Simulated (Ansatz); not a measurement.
# MgS (Niningerite) (Fm-3m) in Ansatz: notebook

Runs on MgS (Niningerite). Level: PBE0. Tasks: band structure, single point, equation of state.

All numbers are computed with Ansatz 0.2.0; they aren't measurements. Logs are shortened: lines on timing, memory, paths and dates and some standing lists are left out, and cuts for length are marked.

## Step 1: Starting point

Symmetry: Fm-3m, No. 225, cubic system. Conventional cell: a = 5.203 Å, b = 5.203 Å, c = 5.203 Å, α = 90.00°, β = 90.00°, γ = 90.00°. S (site symmetry m-3m) has 6 Mg at 2.60 Å as nearest neighbours. Mg (site symmetry m-3m) is surrounded by 6 S at 2.60 Å.

## Step 2: Band structure, PBE0

Contents of input:

```
crystal:
  lattice:
    - [0.0, 2.60165, 2.60165]
    - [2.60165, 0.0, 2.60165]
    - [2.60165, 2.60165, 0.0]
  atoms:
    - { symbol: S, position: [0.5, 0.5, 0.5] }
    - { symbol: Mg, position: [0.0, 0.0, 0.0] }
hamiltonian:
  xc: pbe0
  pseudopotentials: { kind: paw }
kpoints:
  mp_grid: { grid: [6, 6, 6] }
  band_path:
    path:
      - [[0.0, 0.0, 0.0], [0.5, 0.0, 0.5], [0.5, 0.25, 0.75], [0.375, 0.375, 0.75], [0.0, 0.0, 0.0], [0.5, 0.5, 0.5], [0.625, 0.25, 0.625], [0.5, 0.25, 0.75], [0.5, 0.5, 0.5], [0.375, 0.375, 0.75]]
      - [[0.625, 0.25, 0.625], [0.5, 0.0, 0.5]]
    npoints: 4
scf:
  occupations: { method: fermi_dirac, width: 0.05 }
  n_extra_bands: 6
output:
  forces: true
  stress: true
  eigenvalues: true
  fatbands: false
  write_density: true
  write_potential: true
  elf: true
  volumetric_format: npy
```

Potentials or basis: Ansatz PAW.

Standard output:

```text
Warning: output.stress: scf.convergence.dr2_threshold = 1e-7 eV (the SCF's general default) is looser than the 2e-10 eV advised for a printed stress (1e-10 eV for each atom of the cell: 2). What an SCF threshold leaves in a stress goes as its square root, and in the free energy as the threshold itself, and one threshold admits the most on a small cell: of the crystals measured, under no hybrid functional and no lock of the moments, on runs that ended without the residual-converged pass, on stresses that held no estimate of that error, the worst erred by over 100 MPa in a component at 1e-7 eV an atom and by under 5 at 1e-10. Set scf.convergence.dr2_threshold to 2e-10 eV or tighter. The threshold is an SCF's pass mark: one that does not reach it within its budget of iterations ends unconverged, or closes short of it on a stop that the run arms, and scf.convergence.dr2_threshold's page says what that costs each kind of run
Warning: output.stress: scf.exx.energy_threshold = 1e-6 eV is looser than the 2e-8 eV advised for a stress under a hybrid functional (1e-8 eV for each atom of the cell: 2). Every SCF of the exchange loop can meet its threshold on dr2 while the loop round them stops early: no threshold on dr2 bounds what that leaves in the stress. Set scf.exx.energy_threshold to 2e-8 eV or tighter. The threshold is the loop's pass mark: a loop that does not reach it within its budget of cycles ends unconverged, and scf.exx.energy_threshold's page has the law
scf.n_extra_bands = 6 over 8 filled bands (N_el = 16.0): the run solves 14 bands
GPUs: using 1 of 1 available (devices: 1).
Engine: ansatz 0.2.0, x86_64-unknown-linux-gnu
Pseudopotentials: kind: paw
Pseudopotential: S, paw, valence charge 6, recommended cutoff 420 eV (normal), S.paw.azcp
Pseudopotential: Mg, paw, valence charge 10, recommended cutoff 420 eV (normal), Mg.paw.azcp
Functional definition: PBE0
  parameter a = 0.25
  parameter kappa = 0.804
  parameter beta = 0.06672455060314922
  exchange = (1 - a)*pbe_x(kappa = kappa, mu = beta*pi^2/3) + a*exact_x
  correlation = pbe_c(beta = beta)
device memory: the entry about to start is reckoned to put 0.4 GiB on a device that reports 63.6 GiB free (of which the cap on the GPU budget leaves the run 18.0 GiB)
GPU FFT provider: cuFFT
GPU libraries: cuBLAS 13.8.2, cuFFT 12.4.0, cuSOLVER 12.3.4
Crystal: 2 atoms, lattice volume = 35.219 Å³
Basis set: ecut = 420 eV, 701 PW (Γ), exchange–correlation on 50×50×50 points (8 copies of the dense FFT grid, shifted against one another)
Bands: 14, of which v1, the nominal top of the filled ones, is band 8 counted from 1 (7 counted from 0)
Symmetry: 48 space group operations
Space group: Fm-3m (ITA 225), of the structure as read, at distance tolerance 3.3e-5 Å
k-points: 16 of 216
Non-local potential: S, projectors of the file, l = 0: 2, l = 1: 2, l = 2: 2
Non-local potential: Mg, projectors of the file, l = 0: 3, l = 1: 2, l = 2: 1
PAW form: soft (Blöchl's): semilocal exchange-correlation on the pseudo side does not see the compensation charge
PAW frozen core: S, regenerated for the run's functional, and the local potential with it (the file was generated under x = pbe(κ = 0.804, μ = 0.2195149727645171), c = pbe(β = 0.06672455060314922))
PAW frozen core: Mg, regenerated for the run's functional, and the local potential with it (the file was generated under x = pbe(κ = 0.804, μ = 0.2195149727645171), c = pbe(β = 0.06672455060314922))
PAW one-centre angular grid: S, 110 points (default); XC on 64 Gauss nodes
PAW one-centre angular grid: Mg, 110 points (default); XC on 64 Gauss nodes
Initial density: superposition of atomic densities (neutral atoms: chi_scale 0, normalization atom), corrected by the library's trained network
Initial wavefunctions: pseudopotential atomic-orbital guess
GPU buffer pool allocated for 15625 grid points (all kernels)
GPU transforms: local potential and band sums: pruned to the plane-wave sphere, on 25×25×25
Functional: x = pbe(κ = 0.804, μ = 0.2195149727645171), c = pbe(β = 0.06672455060314922), warm-up for x = 0.75 pbe(κ = 0.804, μ = 0.2195149727645171) + 0.25 exact, c = pbe(β = 0.06672455060314922)
SCF iter   1: F=—  HF=-2828.741515 eV  |F-HF|=—  |Δ(HF+E_count)|=         —  Δρ=7.49e-4  dr2=3.00e-4  ethr=1.77e-3  ⟨swp⟩=2.2  Hψ=1603  notcnv=0
preconditioner: auto → none  [insulator: Δε(μ)=2.771 eV  Ē_g=13.468 eV  σ=0.050 eV  W_gap=1.00  n_scr=8 (ndim 8)  ℏωp=17.7 eV  f_vac=0.000  D(μ)=0.00/eV (n_scr^D=0)]
iter 2 solved again at ethr=3.16e-8 eV; its pass at ethr=1.88e-6 eV (dr2=5.05e-6 eV) is discarded
SCF iter   2: F=-2828.741270 eV  HF=-2828.741241 eV  |F-HF|=2.96e-5  |Δ(HF+E_count)|=   2.75e-4  Δρ=1.70e-4  dr2=5.03e-6  ethr=3.16e-8  ⟨swp⟩=2.8  Hψ=833  notcnv=0  defer=1
SCF 1 stopped early in 2 iterations: F = -2828.741270 eV  dr2 = 5.03e-6
device memory: the entry about to start is reckoned to put 1.0 GiB on a device that reports 63.6 GiB free (of which the cap on the GPU budget leaves the run 18.0 GiB)
GPU FFT provider: cuFFT
GPU libraries: cuBLAS 13.8.2, cuFFT 12.4.0, cuSOLVER 12.3.4
Initial density: handed on by an earlier stage of this run
Initial wavefunctions: those handed on with the density
GPU buffer pool allocated for 15625 grid points (all kernels)
GPU transforms: local potential and band sums: pruned to the plane-wave sphere, on 25×25×25
Functional: x = 0.75 pbe(κ = 0.804, μ = 0.2195149727645171) + 0.25 exact, c = pbe(β = 0.06672455060314922)
Exchange kernel: α = 0.2500, full range, Wigner–Seitz truncation, v(0) = 13409.0819 eV·Å³, q-mesh 6×6×6, nearest image of the exchange supercell L = 22.08 Å, pair-density grid 15×15×15, without the augmentation charges, whose exchange is taken in its separable form by FFT convolution over the k-point mesh (sized by the pseudopotential files, 24×24×24 at the most), smooth part of the exact exchange by density-matrix convolution in up to 1.80 GiB of GPU memory as planned if the GPU has room (build and FFT work areas not counted)
Frozen-core exchange: fock
SCF iter   1: F=—  HF=-2830.126191 eV  |F-HF|=—  |Δ(HF+E_count)|=         —  Δρ=3.93e-3  dr2=2.74e-3  ethr=3.15e-7  ⟨swp⟩=8.1  Hψ=1154  notcnv=0
preconditioner: auto → none  [insulator: Δε(μ)=4.492 eV  Ē_g=15.994 eV  σ=0.050 eV  W_gap=1.00  n_scr=8 (ndim 8)  ℏωp=17.7 eV  f_vac=0.000  D(μ)=0.00/eV (n_scr^D=0)]
SCF iter   2: F=—  HF=-2830.124645 eV  |F-HF|=—  |Δ(HF+E_count)|=   1.55e-3  Δρ=1.51e-3  dr2=6.93e-4  ethr=3.15e-7  ⟨swp⟩=3.2  Hψ=487  notcnv=0
SCF iter   3: F=—  HF=-2830.124456 eV  |F-HF|=—  |Δ(HF+E_count)|=   1.88e-4  Δρ=1.66e-4  dr2=4.44e-4  ethr=3.15e-7  ⟨swp⟩=3.0  Hψ=480  notcnv=0
SCF iter   4: F=—  HF=-2830.127801 eV  |F-HF|=—  |Δ(HF+E_count)|=   3.35e-3  Δρ=4.37e-4  dr2=6.47e-5  ethr=3.86e-8  ⟨swp⟩=4.2  Hψ=788  notcnv=0  defer=1
SCF iter   5: F=—  HF=-2830.127779 eV  |F-HF|=—  |Δ(HF+E_count)|=   2.23e-5  Δρ=8.56e-5  dr2=1.01e-5  ethr=3.86e-8  ⟨swp⟩=3.0  Hψ=490  notcnv=0
SCF iter   6: F=-2830.127827 eV  HF=-2830.127827 eV  |F-HF|=5.00e-7  |Δ(HF+E_count)|=   4.81e-5  Δρ=5.89e-5  dr2=1.65e-6  ethr=1.68e-8  ⟨swp⟩=3.3  Hψ=504  notcnv=0  defer=2
SCF 2 stopped early in 6 iterations: F = -2830.127827 eV  dr2 = 1.65e-6
hybrid outer 1: dexx = +3.612e-3 eV, tail = 3.54e-5 eV
GPU FFT provider: cuFFT
GPU libraries: cuBLAS 13.8.2, cuFFT 12.4.0, cuSOLVER 12.3.4
GPU buffer pool allocated for 15625 grid points (all kernels)
GPU transforms: local potential and band sums: pruned to the plane-wave sphere, on 25×25×25
Exchange kernel: α = 0.2500, full range, Wigner–Seitz truncation, v(0) = 13409.0819 eV·Å³, q-mesh 6×6×6, nearest image of the exchange supercell L = 22.08 Å, pair-density grid 15×15×15, without the augmentation charges, whose exchange is taken in its separable form by FFT convolution over the k-point mesh (sized by the pseudopotential files, 24×24×24 at the most), smooth part of the exact exchange by density-matrix convolution in up to 1.80 GiB of GPU memory as planned if the GPU has room (build and FFT work areas not counted)
Frozen-core exchange: fock
SCF iter   1: F=—  HF=-2830.127813 eV  |F-HF|=—  |Δ(HF+E_count)|=         —  Δρ=4.07e-5  dr2=8.72e-7  ethr=1.11e-6  ⟨swp⟩=3.3  Hψ=469  notcnv=0
preconditioner: auto → none  [insulator: Δε(μ)=4.529 eV  Ē_g=15.998 eV  σ=0.050 eV  W_gap=1.00  n_scr=8 (ndim 8)  ℏωp=17.7 eV  f_vac=0.000  D(μ)=0.00/eV (n_scr^D=0)]
SCF iter   2: F=—  HF=-2830.127813 eV  |F-HF|=—  |Δ(HF+E_count)|=   3.16e-7  Δρ=9.32e-6  dr2=3.63e-8  ethr=5.18e-9  ⟨swp⟩=3.0  Hψ=478  notcnv=0
SCF iter   3: F=-2830.127813 eV  HF=-2830.127813 eV  |F-HF|=3.61e-9  |Δ(HF+E_count)|=   1.21e-7  Δρ=3.41e-6  dr2=2.20e-9  ethr=6.33e-11  ⟨swp⟩=4.8  Hψ=753  notcnv=0  defer=2
SCF 3 converged in 3 iterations: F = -2830.127813 eV  dr2 = 2.20e-9
  Residual-converged pass: ⟨swp⟩=2.0  Hψ=308  notcnv=0  max |occ|·‖R‖ = 2.4e-6 eV (tolerance 2.4e-6 eV)  dr2=2.20e-9  dr2_onsite=2.27e-9  max |Δocc| = 0.0e0
hybrid outer 2: dexx = +1.372e-7 eV, tail = 2.15e-8 eV, Δε = 2.73e-3 eV (about 1.53e-4 eV left of the loop's levels)
device memory: the entry about to start is reckoned to put 0.3 GiB on a device that reports 66.9 GiB free (of which the cap on the GPU budget leaves the run 18.0 GiB)
NSCF: frozen V_eff on 42 k-points, pencils in batches of 32, up to order 64
hybrid SCF converged: 2 outer / 9 inner (+2 warm-up), last move |dexx| = 1.37e-7 eV, tail = 2.15e-8 eV
Stability not checked: this state was not tested for a lower state beside it, because the functional holds exact exchange (a hybrid, or Hartree-Fock), whose exchange loop this test does not read (fock_operator; see scf.lower_state_search)
Free energy (F): -2830.127813 eV
Frozen-core exchange: fock
Harris-Foulkes:  -2830.127813 eV  (|F-HF|=3.61e-9)
Internal energy: -2830.127813 eV  (E = F + TS)
E sigma→0 (E₀):  -2830.127813 eV
Fermi energy:    7.628241 eV
--- Per-component energies (eV) ---
  E_band       = -380.680389
  E_kinetic    = 185.209725
  E_local      = -1665.770564  (includes V_loc(G=0)·N_el)
  E_nonlocal   = 122.679816
  E_hartree    = 593.395004
  E_xc         = -98.528954
  E_vxc        = -98.380844  (∫ρ·V_xc dr)
  E_exx        = -69.629014  (= α·E_x^exact, valence–valence)
  E_paw        = -853.621815  (= ΣΔE_a)
  E_vpaw       = 28.047486  (= ΣTr[D̂ρ^β])
  E_aug_tail   = -0.000002  (compensation charges beyond the density's cutoff)
  E_ewald      = -1043.740020
  E_core_change = -0.121988  (= ΣΔE_core)
  E_smearing   = -0.000000  (= −TS)
  E_closure    = 0.000000  (closes the sum)
  Σ components = -2830.127813   (vs F -2830.127813, Δ=4.55e-13)
--- Forces (eV/Å), atoms counted from 1 ---
  atom   1  S     -0.00000000    -0.00000000     0.00000000
  atom   2  Mg    -0.00000000     0.00000000    -0.00000000
  max |Σ_I F_I| component: 9.10e-26 eV/Å
--- Stress (GPa, compression-positive) ---
       -0.385608       0.000000       0.000000
        0.000000      -0.385608      -0.000000
       -0.000000       0.000000      -0.385608
  P = ⅓ Tr σ = -0.3856 GPa (-3.856 kbar)
--- Band table (eV; the first three rows and the last of 16) ---
  k-point 0: bands = ["-74.3317", "-39.2288", "-39.2288", "-39.2288", "-8.6612", "5.3604", "5.3604", "5.3604", "10.8868", "15.1952", "15.1952", "15.1952", "17.7704", "17.7704"]
  k-point 1: bands = ["-74.3316", "-39.2307", "-39.2290", "-39.2290", "-8.3699", "3.6117", "5.1742", "5.1742", "12.0088", "14.9180", "15.5003", "15.5003", "17.0490", "17.0490"]
  k-point 2: bands = ["-74.3314", "-39.2343", "-39.2294", "-39.2294", "-7.6670", "1.1437", "4.8494", "4.8494", "11.9016", "14.6294", "14.6294", "16.9087", "18.9681", "18.9681"]
  k-point 15: bands = ["-74.3311", "-39.2346", "-39.2327", "-39.2316", "-6.7749", "1.2137", "2.5226", "2.9714", "11.6066", "13.3668", "16.6207", "17.2215", "21.5263", "22.7212"]
```

Wall time 31 s (1 × NVIDIA H100 80GB HBM3 with 2 threads of AMD EPYC 7R13 (Zen 3), shared host); peak memory 1.8 GiB.

Results:

| Quantity | Value |
| --- | --- |
| Free energy | -2830.1278 eV |
| Pressure | -0.4 GPa |
| Band gap on the k mesh | 4.53 eV, indirect (least direct gap 5.53 eV) |
| Band gap along the path | 4.53 eV, indirect (least direct gap 5.53 eV) |

Levels at the corners of the path, in eV from the valence-band top:
```csv
point,band 5,band 6,band 7,band 8,band 9,band 10,band 11,band 12
Γ,-14.02,0.00,0.00,0.00,5.53,9.83,9.83,9.83
X,-12.17,-4.64,-1.86,-1.86,4.53,6.05,14.29,15.02
W,-12.12,-3.56,-3.56,-2.54,7.15,9.87,9.87,10.10
K,-12.17,-4.08,-3.48,-1.50,5.68,8.57,11.82,12.19
Γ,-14.02,0.00,0.00,0.00,5.53,9.83,9.83,9.83
L,-12.58,-5.32,-0.65,-0.65,6.28,8.82,8.82,12.43
U,-12.17,-4.08,-3.48,-1.50,5.68,8.57,11.82,12.19
W,-12.12,-3.56,-3.56,-2.54,7.15,9.87,9.87,10.10
L,-12.58,-5.32,-0.65,-0.65,6.28,8.82,8.82,12.43
K,-12.17,-4.08,-3.48,-1.50,5.68,8.57,11.82,12.19
U,-12.17,-4.08,-3.48,-1.50,5.68,8.57,11.82,12.19
X,-12.17,-4.64,-1.86,-1.86,4.53,6.05,14.29,15.02
```

Caveat: the PAW data sets come from PBE, with cores solved anew for the run's functional, which leaves a small shift of forces and pressure; the thresholds are loose for stress.

[end of part 1 of 2]
